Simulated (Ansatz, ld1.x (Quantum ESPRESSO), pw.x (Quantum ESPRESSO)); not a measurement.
# selenium (Se): does the ultrasoft potential hold in the solid?

```json
{
 "Element": "Se (Z = 34)",
 "Generator": "ld1.x (Quantum ESPRESSO) 7.5",
 "Type": "ultrasoft",
 "Functional": "PBE",
 "Relativity": "scalar-relativistic",
 "Frozen core": "[Ar] 3d10",
 "Valence charge": "6",
 "Reference configuration": "4s2 4p4",
 "Partial waves": "4s (bound): rcut 1.25, rcutus 1.55 bohr; 4s channel at 0.6 Ry: rcut 1.25, rcutus 1.55 bohr; 4p (bound): rcut 1.20, rcutus 1.55 bohr; 4p channel at 1.45 Ry: rcut 1.20, rcutus 1.55 bohr",
 "Local potential": "all-electron potential smoothed inside 1.40 bohr (lloc = -2)",
 "Core correction": "a·sin(br)/r model core inside 1.45 bohr",
 "Augmentation charge": "built from norm-conserving waves at rcut, not smoothed further"
}
```

Crystal test: fcc Se in pw.x 7.5, no spin, 13³ k-points, Fermi–Dirac smearing 0.01 Ry, cutoffs 40/600 Ry. The reference is all-electron LAPW (Ansatz 0.2.0) with the same functional, mesh and smearing; V0 and B0 come from Birch–Murnaghan fits to the pressures at five volumes. Errors are pseudo minus all-electron; Δ is the rms difference of the E(V) curves that follow from these fits, minima aligned, over ±6 % about the mean V0. Mesh and smearing are coarse, so the numbers serve the comparison and aren't converged zero-temperature values; the lattice is a test structure that the element need not adopt.

All-electron: a0 = 4.342 Å (V0 = 20.47 Å³/atom), B0 = 67.6 GPa.

Q: How far does the potential miss the all-electron equation of state?

A: mean pressure error (GPa): -8.44. The pressure does not cross zero within the volumes sampled, so no fit is given. This is a poor potential for the solid.

```json
{"V (Å³/atom)": "19.394", "P all-electron (GPa)": "4.12", "P pseudo (GPa)": "-6.03"}
{"V (Å³/atom)": "19.905", "P all-electron (GPa)": "2.01", "P pseudo (GPa)": "-7.19"}
{"V (Å³/atom)": "20.415", "P all-electron (GPa)": "0.17", "P pseudo (GPa)": "-8.17"}
{"V (Å³/atom)": "20.925", "P all-electron (GPa)": "-1.43", "P pseudo (GPa)": "-9.02"}
{"V (Å³/atom)": "21.436", "P all-electron (GPa)": "-2.81", "P pseudo (GPa)": "-9.73"}
```

Q: At the middle volume, how do free energy and pressure move when the wave cutoff is lowered (ecutrho held at 600 Ry)?

A:

```tsv
cutoff (Ry)	shift of F (meV/atom)	shift of P (GPa)
18	+33.2	-0.61
24	+15.2	-0.05
32	+5.0	-0.11
```

The run at the middle volume (84 k-points, 6 iterations) took about 6.3 s on one core of a shared host (Neoverse-V1, 32 threads, 247 GiB, load 40).
